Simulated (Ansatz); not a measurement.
**CsPbCl3 (Pm-3m): relaxation of cell and ions, by script**

What cell does CsPbCl3 (Pm-3m) relax to? Aim: a relaxation of cell and ions, for CsPbCl3 (Pm-3m), run from a script.

Program: Ansatz 0.2.0, driven from Python. Level of theory: DFT PBE, plane waves, PAW. These are calculated values, not measurements.

**1. The system**

Symmetry: Pm-3m, No. 221, cubic system. The conventional cell has a = 5.605 Å, b = 5.605 Å, c = 5.605 Å, α = 90.00°, β = 90.00°, γ = 90.00°. Around Cs (site symmetry m-3m) lie 12 Cl at 3.96 Å. Around Pb (site symmetry m-3m) lie 6 Cl at 2.80 Å. Cl (site symmetry 4/mmm) has 2 Pb at 2.80 Å and 4 Cs at 3.96 Å as nearest neighbours.

The script holds or builds the structure itself.

**2. The script**

File vcrelax_cspbcl3.py:

```python
# -*- coding: utf-8 -*-
'''Variable-cell relaxation of CsPbCl3.'''

import json

import ansatz as az
from ase import Atoms
from ase.neighborlist import neighbor_list
import numpy as np

def edges_and_angles(cell):
    cell = np.asarray(cell)
    a, b, c = np.linalg.norm(cell, axis=1)
    cosines = cell[1] @ cell[2] / (b * c), cell[0] @ cell[2] / (a * c), cell[0] @ cell[1] / (a * b)
    return (a, b, c, *np.degrees(np.arccos(cosines)))

lattice = az.Lattice.of(
    [5.605, 0.0, 0.0],
    [0.0, 5.605, 0.0],
    [0.0, 0.0, 5.605],
)
sites = [
    ('Cs', [0.0, 0.0, 0.0]),
    ('Pb', [0.5, 0.5, 0.5]),
    ('Cl', [0.5, 0.5, 0.0]),
    ('Cl', [0.0, 0.5, 0.5]),
    ('Cl', [0.5, 0.0, 0.5]),
]
xtal = az.Crystal(lattice=lattice)
for symbol, position in sites:
    xtal = xtal.atom(symbol, position)

# every cell quantity that the symmetry leaves free
base = (
    xtal.calculation()
    .functional('PBE')
    .pseudopotentials('paw')
    .basis(470)
    .kpoints(4)
    .occupations(az.OccupationsMethod.FIXED)
    .scf(tolerance=1e-10)
    .relax(force_tolerance=0.02, max_steps=40, cell=True, stress_tolerance=0.05)
)
out = base.run(threads=1, events_out='events.ndjson')
with open('events.ndjson') as stream:
    events = [json.loads(line) for line in stream]
steps = [e['data'] for e in events if e['event'] == 'relax_step']
r = out.report
print('step   energy (eV)     max comp. (eV/A)   P (GPa)  SCF')
for s in steps:
    print(f'{s["step"]:4d} {s["lagrangian_ev"]:15.5f} {s["allowed_force_max_ev_ang"]:12.4f} {s["pressure_gpa"]:10.3f} {s["n_scf"]:5d}')

first, last = steps[0], steps[-1]
symbols = [site.symbol for site in out.lattice.sites]
print(f'energy gained {first["lagrangian_ev"] - last["lagrangian_ev"]:.4f} eV in {len(steps) - 1} steps')
for label, vectors in (('before', first['cell_ang']), ('after', out.lattice.cell_ang)):
    print(label, 'a b c (A) {:.4f} {:.4f} {:.4f}  angles {:.2f} {:.2f} {:.2f}'.format(*edges_and_angles(vectors)), f' V = {abs(np.linalg.det(vectors)):.3f} A^3')
print('final stress xx yy zz (GPa, compression positive):', np.round(np.diag(r['stress_gpa']), 3) + 0.0)

final = Atoms(symbols, positions=last['positions_ang'], cell=out.lattice.cell_ang, pbc=True)
i, j, d = neighbor_list('ijd', final, 4.5)
print('neighbours within 1.15 times the shortest distance of each atom (A)')
for atom in range(len(final)):
    near = [m for m in np.argsort(d) if i[m] == atom]
    shell = [m for m in near if d[m] < 1.15 * d[near[0]]]
    print(f'{symbols[atom]}{atom} ({len(shell)}):', ', '.join(f'{symbols[j[m]]} {d[m]:.3f}' for m in shell))

change = np.array(last['positions_ang']) @ np.linalg.inv(last['cell_ang']) - np.array(first['positions_ang']) @ np.linalg.inv(first['cell_ang'])
moved = np.linalg.norm(change @ np.array(last['cell_ang']), axis=1)
print('displacement within the cell, strain taken out (A):', ' '.join(f'{s}:{d:.3f}' for s, d in zip(symbols, moved)))

for key in ('converged', 'n_iterations', 'n_electrons', 'n_kpoints', 'n_pw', 'n_symmetry_ops', 'free_energy_ev', 'fermi_energy_ev'):
    print(f'{key:18s} {r[key]}')
```

**3. Launch**

Launch:

```bash
$ python vcrelax_cspbcl3.py
```

**Question.** What results will this script give? Wanted: free energy; moves of the relaxation; energy gained; last largest force component; relaxed conventional cell; space group at the end.

The runs gave:

| quantity | value |
| --- | --- |
| free energy | -20823.3262 eV (-4164.6652 eV/atom) |
| moves of the relaxation | 3 |
| energy gained (ahead of the last change of basis) | 14.1 meV/atom |
| last largest force component | 0.0000 eV/Å |
| relaxed conventional cell | a = 5.740 Å, b = 5.740 Å, c = 5.740 Å, α = 90.00°, β = 90.00°, γ = 90.00° |
| space group at the end | Pm-3m |

What this shows: The volume grew by 7.4 % over 3 moves, and the space group stayed Pm-3m. What to keep in mind:
- Forces vanish by symmetry, so the ions can't move, and the end may be a saddle.
- The zero of the levels is a convention of the potentials, so an absolute Fermi energy is no work function.
- Energies along a relaxation are free energies. Rows at an unchanged volume are solved on a plane-wave basis chosen afresh for that cell, so the energy jumps there and such rows are no steps of the walk.
- Spin-orbit coupling, which matters for elements this heavy, is left out.
